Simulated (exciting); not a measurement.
# K (Im-3m) in exciting: reference runs, part 2 of 2

exciting (release sodium). The steps go on from the part before.

**3. Single point, PBE (cell strained at random at fixed volume)**

input.xml reads:

```xml
<input>
  <title>K</title>
  <structure speciespath="./" tshift="false">
    <crystal scale="1">
      <basevect>-4.968277064527 5.041056086765 4.913425874034</basevect>
      <basevect>5.137573848580 -5.186323113417 5.227991574465</basevect>
      <basevect>5.026818890142 5.244864939032 -5.058694790412</basevect>
    </crystal>
    <species speciesfile="K.xml" rmt="2.2">
      <atom coord="-0.003685000000 -0.008320000000 0.007211000000"/>
    </species>
  </structure>
  <groundstate do="fromscratch" ngridk="7 7 7" rgkmax="7" gmaxvr="14" lmaxapw="10" lmaxmat="10" lmaxvr="8" xctype="GGA_PBE" stype="Fermi Dirac" swidth="0.00183747" nempty="8" ValenceRelativity="iora*" epsengy="1e-06" epspot="1e-06" maxscl="80" tforce="true" outputlevel="normal"/>
</input>
```

Potentials or basis: all-electron LAPW+lo, shipped species files, valence relativity iora*.

Command:

```sh
> OMP_NUM_THREADS=1 exciting_smp
```

INFO.OUT:

```text
================================================================================
EXCITING SODIUM started
[... 10 lines left out ...]

 Lattice vectors (cartesian) :
     -4.9682770645      5.0410560868      4.9134258740
      5.1375738486     -5.1863231134      5.2279915745
      5.0268188901      5.2448649390     -5.0586947904

 Reciprocal lattice vectors (cartesian) :
     -0.0140408428      0.6198116255      0.6286695722
      0.6079753990      0.0051474929      0.6094813491
      0.6146845682      0.6073324553     -0.0015617877

 Unit cell volume                           :     529.8698412753
 Brillouin zone volume                      :       0.4681342362

 Species :    1 (K)
     parameters loaded from                 :    K.xml
     name                                   :    potassium
     nuclear charge                         :     -19.00000000
     electronic charge                      :      19.00000000
     atomic mass                            :   71271.84085000
     muffin-tin radius                      :       2.20000000
     # of radial points in muffin-tin       :     350

     atomic positions (lattice) :
       1 :   0.99631500  0.99168000  0.00721100

 Total number of atoms per unit cell        :       1

 Spin treatment                             :    spin-unpolarised

 Number of Bravais lattice symmetries       :       2
 Number of crystal symmetries               :       1

 k-point grid                               :       7    7    7
 Total number of k-points                   :     343
 k-point set is reduced with crystal symmetries

 R^MT_min * |G+k|_max (rgkmax)              :       7.00000000
 Species with R^MT_min                      :       1 (K)
 Maximum |G+k| for APW functions            :       3.18181818
 Maximum |G| for potential and density      :      14.00000000

 G-vector grid sizes                        :      40    45    40
 Total number of G-vectors                  :   24549

 Maximum angular momentum used for
     APW functions                          :      10
     computing H and O matrix elements      :      10
     potential and density                  :       8
     inner part of muffin-tin               :       2

 Total nuclear charge                       :     -19.00000000
 Total electronic charge                    :      19.00000000
 Total core charge                          :      10.00000000
 Total valence charge                       :       9.00000000

 Number of empty states                     :       8
 Total number of valence states             :      13

 Maximum Hamiltonian size                   :     315
 Maximum number of plane-waves              :     307
 Total number of local-orbitals             :       8

 Exchange-correlation type                  :      20
[... 23 lines left out ...]
+ SCF iteration number :    1                                                  +
++++++++++++++++++++++++++++++++++++++++++++++++++++++++++++++++++++++++++++++++
 Total energy                               :      -602.21055266
 _______________________________________________________________
 Fermi energy                               :         0.02695495
 Kinetic energy                             :       606.32859997
 Coulomb energy                             :     -1175.13231779
 Exchange energy                            :       -32.65485146
 Correlation energy                         :        -0.75198338

 DOS at Fermi energy (states/Ha/cell)       :        24.08139984

 Electron charges :
     core                                   :        10.00000000
     core leakage                           :         0.00000069
     valence                                :         9.00000000
     interstitial                           :         1.70992400
     charge in muffin-tin spheres :
                  atom     1     K          :        17.29007600
     total charge in muffin-tins            :        17.29007600
     total charge                           :        19.00000000

++++++++++++++++++++++++++++++++++++++++++++++++++++++++++++++++++++++++++++++++
+ SCF iteration number :    2                                                  +
++++++++++++++++++++++++++++++++++++++++++++++++++++++++++++++++++++++++++++++++
 Total energy                               :      -602.17742755
 _______________________________________________________________
 Fermi energy                               :         0.02617134
 Kinetic energy                             :       606.30484315
 Coulomb energy                             :     -1175.07703479
 Exchange energy                            :       -32.65320242
 Correlation energy                         :        -0.75203348
[... 242 lines left out ...]
++++++++++++++++++++++++++++++++++++++++++++++++++++++++++++++++++++++++++++++++
+ SCF iteration number :   11                                                  +
++++++++++++++++++++++++++++++++++++++++++++++++++++++++++++++++++++++++++++++++
 Total energy                               :      -602.12440559
 _______________________________________________________________
 Fermi energy                               :         0.02361704
 Kinetic energy                             :       606.22779997
 Coulomb energy                             :     -1174.95013525
 Exchange energy                            :       -32.64986953
 Correlation energy                         :        -0.75220078

 DOS at Fermi energy (states/Ha/cell)       :        24.09575199

 Electron charges :
     core                                   :        10.00000000
     core leakage                           :         0.00000070
     valence                                :         9.00000000
     interstitial                           :         1.70696168
     charge in muffin-tin spheres :
                  atom     1     K          :        17.29303832
     total charge in muffin-tins            :        17.29303832
     total charge                           :        19.00000000

 RMS change in effective potential (target) :  0.629792E-09  ( 0.100000E-05)
 Absolute change in total energy   (target) :  0.361138E-08  ( 0.100000E-05)
 Charge distance                   (target) :  0.138937E-08  ( 0.100000E-04)
 Abs. change in max-nonIBS-force   (target) :   0.00000      ( 0.500000E-04)

++++++++++++++++++++++++++++++++++++++++++++++++++++++++++++++++++++++++++++++++
| Convergency criteria checked for the last 2 iterations                       +
| Convergence targets achieved. Performing final SCF iteration                 +
++++++++++++++++++++++++++++++++++++++++++++++++++++++++++++++++++++++++++++++++
 Total energy                               :      -602.12440557
 _______________________________________________________________
 Fermi energy                               :         0.02361704
 Kinetic energy                             :       606.22780000
 Coulomb energy                             :     -1174.95013525
 Exchange energy                            :       -32.64986953
 Correlation energy                         :        -0.75220078

 DOS at Fermi energy (states/Ha/cell)       :        24.09575178

 Electron charges :
     core                                   :        10.00000000
     core leakage                           :         0.00000070
     valence                                :         9.00000000
     interstitial                           :         1.70696168
     charge in muffin-tin spheres :
                  atom     1     K          :        17.29303832
     total charge in muffin-tins            :        17.29303832
     total charge                           :        19.00000000

++++++++++++++++++++++++++++++++++++++++++++++++++++++++++++++++++++++++++++++++
+ Self-consistent loop stopped                                                 +
++++++++++++++++++++++++++++++++++++++++++++++++++++++++++++++++++++++++++++++++
 STATE.OUT is written

--------------------------------------------------------------------------------
- Writing atomic positions and forces                                          -
--------------------------------------------------------------------------------

 Atomic positions (lattice) :
 atom     1   K  :     0.99631500    0.99168000    0.00721100

 Total atomic forces including IBS (cartesian) :
 atom     1   K  :     0.00000000    0.00000000    0.00000000

 Atomic force components including IBS (cartesian) :
 atom     1   K  :     0.00000000    0.00000000    0.00000000   HF force
                 :     0.00000000    0.00000000    0.00000000   core correction
                 :     0.00000000    0.00000000    0.00000000   IBS correction

********************************************************************************
* Groundstate module stopped                                                   *
********************************************************************************

================================================================================
| EXCITING SODIUM stopped                                                      =
================================================================================
```

Wall time 4.5 min (1 thread of AMD EPYC 7R43 (Zen 3), shared host); peak memory 0.14 GiB.

What came out:

```yaml
Free_energy: -16384.6470 eV
Band_gap_on_the_k_mesh: none (metal or under the smearing width)
All_electrons_inside_the_program's_atomic_spheres: K 17.29 (radii K 2.2 bohr)
```

Caveat: rgkmax is low for these elements, so energy differences scatter by about 1 meV per atom; the log's total energy holds no entropy term; the free energy is that total less TS from the occupations.
